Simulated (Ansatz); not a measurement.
# B in Ansatz: convergence with scf exx energy threshold

Input of the first run (scf exx energy threshold 0.01); the others differ in this setting and in those tied to it:

File input.yaml:

```yaml
crystal:
  lattice:
    - [2.34611, 0.0, 0.0]
    - [0.0, 2.34611, 0.0]
    - [0.0, 0.0, 1.58579]
  atoms:
    - { symbol: B, position: [0.5, 0.5, 0.5] }
hamiltonian:
  xc: hse06
  pseudopotentials: { kind: paw, source: jth }
kpoints:
  mp_grid: { grid: [6, 6, 8] }
scf:
  occupations: { method: fermi_dirac, width: 0.1 }
  exx: { energy_threshold: 0.01 }
output:
  forces: true
  stress: true
  eigenvalues: true
```

Potentials or basis: JTH PAW.

The run is started by

```console
$ ansatz run input.yaml --threads 2 --pin off --max-ram 5632MiB --backend cpu --events-out ev --progress --plain --runs-dir out
```

The cell was built by a generator and needn't be a form met in nature.

Hardware: 2 threads of Arm Neoverse V2, on a shared host.

```csv
scf exx energy threshold,"energy less the tightest run, at zero smearing (meV/atom)",SCF cycles,CPU time (s),peak memory (GiB)
0.01,0.00,14,5.2,0.38
0.001,0.00,14,5.2,0.38
0.0001,0.00,14,5.2,0.38
1e-05,0.00,14,5.2,0.38
1e-06,0.00,14,5.2,0.38
1e-07,0.00,14,5.2,0.38
```

Against the tightest run, the energy stays within 1 meV/atom from 0.01 on. The tightest run that finished is the yardstick and may itself not be fully converged.

Caveat, for the tightest run too: the k mesh is coarse (spacing up to 0.50 Å⁻¹), so the values aren't converged, least of all with exact exchange.
